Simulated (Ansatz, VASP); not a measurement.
Given: the input of a run of VASP 6.6.1 on Ga3Se.

The input INCAR:

```
SYSTEM = Ga3Se
PREC     = Accurate       ! precision mode
ENCUT    = 520            ! plane-wave cutoff, eV
EDIFF    = 1E-7           ! SCF threshold, eV
ISMEAR   = -1             ! smearing method
SIGMA    = 0.05           ! smearing width, eV
LREAL    = .False.        ! projectors in reciprocal space
LASPH    = .True.         ! aspherical terms in the spheres
NELM     = 60             ! most SCF steps
ALGO     = Normal         ! electronic algorithm
ISIF     = 2              ! what is computed and relaxed
LWAVE    = .False.        ! write WAVECAR
LCHARG   = .False.        ! write CHGCAR
GGA      = PS             ! functional
NBANDS   = 30             ! bands
```

KPOINTS

```
Automatic mesh
0
Gamma
  6 6 6
  0 0 0
```

POSCAR

```
Ga3Se
1.0
    4.3419811414      0.0000000000      0.0000000000
    0.0000000000      4.3419811414      0.0000000000
    0.0000000000      0.0000000000      4.3419811414
Se Ga
1 3
Direct
    0.0000000000      0.0000000000      0.0000000000
    0.5000000000      0.5000000000      0.0000000000
    0.5000000000      0.0000000000      0.5000000000
    0.0000000000      0.5000000000      0.5000000000
```

Potentials or basis: VASP PAW PBE potentials, release 64 (Se, Ga_d).

The run is started by

```sh
$ cat potpaw_PBE.64/Se/POTCAR potpaw_PBE.64/Ga_d/POTCAR > POTCAR
$ mpirun -np 1 vasp_std > vasp.out
```

**Question.** Translate it to Ansatz 0.2.0. Potentials there: Ansatz PAW.

**Answer.** As run (the cutoff follows the program's own potentials):

Contents of input.yaml:

```yaml
crystal:
  lattice:
    - [4.3419811414, 0.0, 0.0]
    - [0.0, 4.3419811414, 0.0]
    - [0.0, 0.0, 4.3419811414]
  atoms:
    - { symbol: Se, position: [0.0, 0.0, 0.0] }
    - { symbol: Ga, position: [0.5, 0.5, 0.0] }
    - { symbol: Ga, position: [0.5, 0.0, 0.5] }
    - { symbol: Ga, position: [0.0, 0.5, 0.5] }
hamiltonian:
  xc: pbesol
  pseudopotentials: { kind: paw }
kpoints:
  mp_grid: { grid: [6, 6, 6] }
scf:
  occupations: { method: fermi_dirac, width: 0.05 }
output:
  forces: true
  stress: true
  eigenvalues: true
```

Potentials or basis: Ansatz PAW.

Run with:

```console
$ ansatz run input.yaml --threads 1 --pin off --max-ram 3584MiB --backend cpu --events-out ev --progress --plain --runs-dir out
```

Both were run:

|  | VASP | Ansatz | Ansatz less VASP |
| --- | --- | --- | --- |
| gap on the k mesh at the Fermi level (eV) | none | none | - |
| pressure (GPa) | -1.2 | -1.2 | -0.07 |

A gap of «none» marks a metal or a gap that the smearing closes. The functional is the same, so the differences come from potentials, cutoffs and numerics. The two sets of potentials don't hold the same shells in valence.

Caveats: the PAW data sets were made with another functional, which shifts forces and pressure a little (VASP); the PAW data sets come from PBE, with cores solved anew for the run's functional, which leaves a small shift of forces and pressure (Ansatz).
